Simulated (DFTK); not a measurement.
Runs of DFTK 0.8.2 on KF (Carobbiite). The structure is cubic, space group Fm-3m (No. 225). The conventional cell has a = 5.344 Å, b = 5.344 Å, c = 5.344 Å, α = 90.00°, β = 90.00°, γ = 90.00°. Around K (site symmetry m-3m) lie 6 F at 2.67 Å. Around F (site symmetry m-3m) lie 6 K at 2.67 Å. 

```tsv
task	level	potentials or basis	gap on the mesh (eV)	pressure (GPa)	V0 of scaled cells (Å³/atom)	B0 (GPa)
equation of state	PBE	dojo.nc.sr.pbe.v0_4_1.standard.upf (PBE)	-	-	19.86	(a)
equation of state	PBEsol	dojo.nc.sr.pbesol.v0_4_1.standard.upf (PBEsol)	-	-	(b)	33
single point	PBEsol	dojo.nc.sr.pbesol.v0_4_1.standard.upf (PBEsol)	6.06	-0.7	-	-
single point	PBE	dojo.nc.sr.pbe.v0_4_1.standard.upf (PBE)	6.20	1.3	-	-
```

Alike in all rows: no spin polarisation; cell as given; k mesh 9 × 9 × 9; cutoff (eV) 1143; smearing fermi-dirac 0.05 eV.

Question: Fill in the values left out.

Answer: (a) 29; (b) 18.63.

Caveats: an odd mesh through Γ misses points on the zone boundary, where band edges often lie (some runs).

Not every run made on this cell is shown here.
